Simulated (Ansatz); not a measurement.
# Structure types of Ir at a series of pressures

All-electron LAPW in Ansatz 0.2.0 under PBE, scalar-relativistic, energies extrapolated to zero smearing, no spin–orbit coupling; spin polarisation is left out. At each pressure a set of structure types was relaxed with symmetry kept. The table gives H = E + pV above the lowest type of that row in meV/atom (up to 5 of noise); a dash means not tried or turned into another type. Real phases may be missing from the set. k spacings are near 0.17 to 0.21 Å⁻¹, smearing 0.05 to 0.1 eV.

Question: Among fcc, hcp, bcc, diamond, sc, simple hexagonal, which leads at 140, 270, 630, 1200, 2200 GPa?

Answer: fcc at 140 GPa; fcc at 270 GPa; fcc at 630 GPa; fcc at 1200 GPa; fcc at 2200 GPa.

```
p (GPa)  V of the lowest (Å³/atom)  fcc  hcp   bcc  diamond    sc  simple hexagonal
    140                      11.54    0  116   920     5324  2464              1371
    270                      10.34    0  127  1041     8100  3303                 –
    630                       8.64    0  190  1237    13900     –              2835
   1200                       7.34    0  231  1277        –     –                 –
   2200                       6.18    0  233  1155    29453  9181                 –
```
